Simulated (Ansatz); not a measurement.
## Ga (hcp)

Level of theory: DFT, HSE06, scalar-relativistic, no spin polarisation; plane waves to 420 eV with PAW datasets (Ansatz 0.2.0), Γ-centred 8×8×4 mesh, 0.05 eV Gaussian smearing. The datasets are Ansatz's generated set soft_2.

```
Ga
1.0
     2.88426    0.00000    0.00000
    -1.44213    2.49784    0.00000
     0.00000    0.00000    5.20090
Ga
2
Cartesian
  0.0000 1.6652 3.9007
  1.4421 0.8326 1.3002
```

At room temperature and ambient pressure Ga takes another structure.

The volume is at zero pressure for this level.

Path: Γ–M–K–Γ–A–L–H–A | L–M | H–K, with Γ = (0.000, 0.000, 0.000), M = (0.500, 0.000, 0.000), K = (0.333, 0.333, 0.000), A = (0.000, 0.000, 0.500), L = (0.500, 0.000, 0.500), H = (0.333, 0.333, 0.500) in reciprocal vectors of the calculation's cell.

Problem. Is it a metal or an insulator, and if it has a gap, where are the band edges on this path?

Solution. A metal: bands cross the Fermi level.

Bands as a text map, energy in eV from the Fermi level (dashes), each leg drawn with the same width:
```
  4.86 |     *   *        *       *            
  4.57 |       *       *                     * 
  4.29 |                                       
  4.00 |       *  *               *    **      
  3.71 |   *  *                                
  3.43 |     *  *         *   *               *
  3.14 |  * *     *                      *     
  2.86 |                                       
  2.57 |       *         *         *           
  2.29 |      * *                       *     *
  2.00 |        *       *           *         *
  1.71 |      *                  *           * 
  1.43 |     *                                 
  1.14 |    *  *                         *   * 
  0.86 |                       * *          *  
  0.57 |                                       
  0.29 |      *  *                             
  0.00 |-----*-------------*---------------**--
 -0.29 |    *          *                 *     
 -0.57 |       * *                             
 -0.86 |   *                    *       * *    
 -1.14 |                                *  *   
 -1.43 |   *                               *   
 -1.71 |                        *      *  *    
 -2.00 |         *                          *  
 -2.29 |        *     *        **      *  *  **
 -2.57 |          *                            
 -2.86 |                              *    *   
        Γ   M   K   Γ   A   L   H   AL   MH   K
```

For a metal under a hybrid functional this mesh is coarse.
